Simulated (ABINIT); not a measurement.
A run of ABINIT 10.8.3 (patched build) is set up as follows.

run.abi

```
pp_dirpath "./"
pseudos "Mg.GGA_PBE-JTH.xml, O.GGA_PBE-JTH.xml"

acell 3*1.0
rprim
     0.0000000000     3.9627583152     3.9627583152
     3.9627583152     0.0000000000     3.9627583152
     3.9627583152     3.9627583152     0.0000000000
ntypat 2
znucl 12 8
natom 2
typat 1 2
xred
     0.0000000000     0.0000000000     0.0000000000
     0.5000000000     0.5000000000     0.5000000000

ecut 28.0
pawecutdg 50.0

kptopt 1
ngkpt 7 7 7
nshiftk 1
shiftk 0.0 0.0 0.0

ixc -497498
usekden 1
pawxcdev 0

nband 12
occopt 3
tsmear 0.00183747

nstep 100
tolvrs 1.0e-7

iomode 3
prtwf 0
prtden 0
prteig 0
prtebands 0
enunit 1
```

Potentials or basis: JTH PAW PBE v2.0.

Command:

```bash
$ abinit run.abi > log 2>&1
```

Question: Estimate the band gap on the k mesh.

Answer: 5.77 eV, direct.

Question: What does it give for the pressure?

Answer: 1.7 GPa.

Caveat: the PAW data sets were made with another functional, which shifts forces and pressure a little.

**The experiment to reproduce.**

“Electronic structure of alkaline earth and post-transition metal oxides”, 2009, arxiv:0908.1581 quotes, for a bulk crystal of MgO: band gap 7.83 eV.

Against the measured gap of MgO, 7.83 eV (quoted in “Electronic structure of alkaline earth and post-transition metal oxides”, 2009, arxiv:0908.1581), the calculated 5.77 eV is off by -2.06 eV. The value is that of r2SCAN, without temperature or zero-point motion. The cell is a database's relaxed one, not the measured one, which moves gaps too.
